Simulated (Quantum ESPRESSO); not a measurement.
The system is HfC.

```
CELL_PARAMETERS angstrom
0.00000 2.32500 2.32500
2.32500 0.00000 2.32500
2.32500 2.32500 0.00000
ATOMIC_POSITIONS crystal
Hf 0.50000 0.50000 0.50000
C 0.00000 0.00000 0.00000
```

* Program: Quantum ESPRESSO 7.5
* Task: single point
* Functional: PBE
* Potentials or basis: SSSP 1.3 efficiency PBE
* Cutoff: 816 eV
* Density cutoff: 5987 eV
* k mesh: 10 × 10 × 10
* Occupations: fermi-dirac, width 0.05 eV
* Spin: no spin polarisation

On this cell: pressure 0.5 GPa; largest force zero by symmetry; band gap on the k mesh none (metal or under the smearing width).

The same run follows on a disturbed copy (atoms moved at random, drawn with an rms of 0.05 Å):

```
Hf C
1.0
     0.00000    2.32500    2.32500
     2.32500    0.00000    2.32500
     2.32500    2.32500    0.00000
Hf C
1 1
Direct
  0.48872 0.50833 0.48842
  0.99015 0.01910 0.99366
```

Task: What changes?

Result: The energy (extrapolated to zero smearing) moves by +4.6 meV/atom; pressure 0.7 GPa; largest force 0.362 eV/Å; band gap on the k mesh none (metal or under the smearing width).

Forces in eV/Å, atoms in the order of the input:
```
Hf   0.273  0.114  0.209
C   -0.273 -0.114 -0.209
```

Stress tensor (GPa, compression positive):
```
 0.89 -0.09 -0.16
-0.09  0.58 -0.07
-0.16 -0.07  0.73
```
